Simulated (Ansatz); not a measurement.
**Si: moving Si off its site**

Si, Fd-3m, a = 5.431 Å (as given, not relaxed at this level: 2.0 GPa). Ansatz: PBE, PAW, 420 eV, Γ-centred 6×6×6 mesh on 8 atoms, Gaussian smearing 0.05 eV; no spin polarisation.

```xyz
8
Lattice="5.4309 0.0000 0.0000 0.0000 -5.4309 0.0000 0.0000 0.0000 -5.4309" Properties=species:S:1:pos:R:3 pbc="T T T"
Si    2.7155    0.0000    0.0000
Si    0.0000   -2.7155    0.0000
Si    0.0000    0.0000   -2.7155
Si    2.7155   -2.7155   -2.7155
Si    4.0732   -4.0732   -4.0732
Si    1.3577   -1.3577   -4.0732
Si    1.3577   -4.0732   -1.3577
Si    4.0732   -1.3577   -1.3577
```

Atom 1 (Si) moves by x along the unit vector (0.000, 0.000, 1.000), with its periodic images; all else is held. y is the free energy of the cell over the start, F the force along the path summed over the moved atoms. Symmetry makes y even in x.

| x (Å) | y (meV) | F (eV/Å) |
| --- | --- | --- |
| -0.450 | ? | ? |
| -0.270 | 487.9 | 3.52 |
| -0.090 | 55.4 | 1.23 |
| 0.000 | 0.0 | 0.00 |
| 0.135 | 124.3 | -1.83 |
| 0.180 | 219.9 | -2.42 |
| 0.225 | 341.5 | -2.98 |
| 0.315 | 657.9 | -4.03 |
| 0.360 | 850.3 | -4.51 |
| 0.405 | 1063.2 | -4.95 |

Fit y = c2 x² + c4 x⁴ to the energies of the other rows, give the force constant, and predict energy and force of the missing row.

Least squares on the rows shown. y = 6861.0 x² − 2312.5 x⁴. The force constant is 2 c2 = 13.7 eV/Å², for the cell as given, at 2.0 GPa (for all images moving together, not for a lone atom). The force −dy/dx at the missing row is 5.33 eV/Å (computed 5.33). At x = -0.450 the fit asked for gives 1294.5 meV. The run gave 1294.7 meV, so the fit is 0.2 meV too low, a small miss on the scale of the series. Note that the gap is closed there and open in the run one row down.